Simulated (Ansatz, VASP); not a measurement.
**LiH: VASP beside Ansatz**

```
Li H
1.0
     0.00000    1.99517    1.99517
     1.99517    0.00000    1.99517
     1.99517    1.99517    0.00000
Li H
1 1
Direct
  0.00000 0.00000 0.00000
  0.50000 0.50000 0.50000
```

Alike in both runs: task single point; functional HF; k mesh 7 × 7 × 7; occupations fermi-dirac, width 0.01 eV; no spin polarisation.

|  | VASP | Ansatz |
| --- | --- | --- |
| version | VASP 6.6.1 | Ansatz 0.2.0 |
| potentials or method | VASP PAW PBE potentials, release 64 (Li_sv, H) | SPMS NC |
| plane-wave cutoff (eV) | 520 | 816 |
| valence electrons in the cell | 4 | 4 |

VASP gave:

| Quantity | Value |
| --- | --- |
| gap on the k mesh at the Fermi level (eV) | 11.59 |
| least direct gap on the mesh (eV) | 11.59 |

Which values does Ansatz return?

gap on the k mesh at the Fermi level (eV): 11.57; least direct gap on the mesh (eV): 11.57.

With one functional, cell and mesh, what is left measures potentials, basis and numerics.

Caveats: an odd mesh through Γ misses points on the zone boundary, where band edges often lie (VASP); odd divisions of the mesh miss points on the zone boundary, where band edges often lie, so the gap on the mesh can be too wide (Ansatz).
